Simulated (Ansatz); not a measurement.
# Al₂Pt: how the free axis answers a strain

Al₂Pt, Fm-3m, a = 5.897 Å. The structure is a COD entry; whether it is the stable form wasn't checked. Ansatz: PBEsol, PAW, 420 eV, Γ-centred 8×8×6 mesh on 6 atoms, Gaussian smearing 0.10 eV; no spin polarisation. Series: uniaxial strain along c, with a, b and atoms relaxed; x is the strain in per cent. The axes a, b, c are those of the computed cell (4.169, 4.169, 5.897 Å), along [1 1 0], [-1 1 0], [0 0 1] of the cell named above. y is the change of a in per cent of 4.169 Å.

| x (%) | y (%) |
| --- | --- |
| -4.5 | 1.74 |
| -3.0 | 1.18 |
| -1.5 | 0.61 |
| 0.0 | 0.00 |
| 1.5 | ? |
| 3.0 | -1.14 |
| 4.5 | -1.71 |

Task: Fit y = c1 x + c2 x² to the other rows, say what c1 measures, and predict the missing y.

Result: Least squares on the rows shown. y = −0.3851 x + 0.001054 x². So −c1 = 0.385 is Poisson's ratio for this pair of axes. At x = 1.5 the fit asked for gives -0.58 %. The run gave -0.59 %, so the fit is 0.01 % too high, within the rms miss on the fitted rows (0.02 %).

Spin–orbit coupling is left out, which can shift energies with elements as heavy as these.